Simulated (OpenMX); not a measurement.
TaS2 under changes of volume

One of the cells (18.984 Å³/atom); the others are scaled copies at fixed shape and fractional positions:

```xyz
3
Lattice="3.3500 0.0000 0.0000 -1.6750 2.9012 0.0000 0.0000 0.0000 5.8600" Properties=species:S:1:pos:R:3 pbc="T T T"
Ta    0.0000    0.0000    0.0000
S     1.6750    0.9671    4.3950
S     0.0000    1.9341    1.4650
```

```yaml
Program: OpenMX 3.8.5
Functional: PBE
Potentials_or_basis: OpenMX 2013 PBE set, Ta7.0-s3p2d2, S7.0-s2p2d1, fixed grid of 35 × 35 × 70 points
k_mesh: 9 × 9 × 5
Occupations: fermi-dirac, width 0.05 eV
Spin: no spin polarisation
```

```tsv
volume (Å³/atom)	energy over the lowest point (meV/atom)	largest force (eV/Å)
17.845	?	?
18.225	115.66	2.357
18.605	77.07	1.954
18.984	46.96	1.578
19.364	24.57	1.228
19.744	9.11	0.901
20.123	0.00	0.595
```

Task: What does the run at 17.845 Å³/atom give?

Result: Energy over the lowest point 163.67 meV/atom; largest force 2.790 eV/Å.

Worked out: A Birch-Murnaghan fit of order 3 (a polynomial in V^(-2/3)) to the other rows has its minimum at 20.55 Å³/atom, just outside them, with B0 = V·E''(V) = 117 GPa and B' = 4.2 at fixed shape and positions, which overstates the stiffness. It gives 163.69 meV/atom at 17.845 Å³/atom, against the run's 163.67.

Energies are extrapolated to zero smearing.

Caveats: this functional lacks dispersion, which binds the layers, so the pressure and a relaxed spacing across them are unreliable; the basis of atomic orbitals isn't converged, which shifts pressures, moduli and gaps; forces of over 1 eV/Å show positions far from the minimum, so gaps and moduli don't describe the material at rest (some runs).
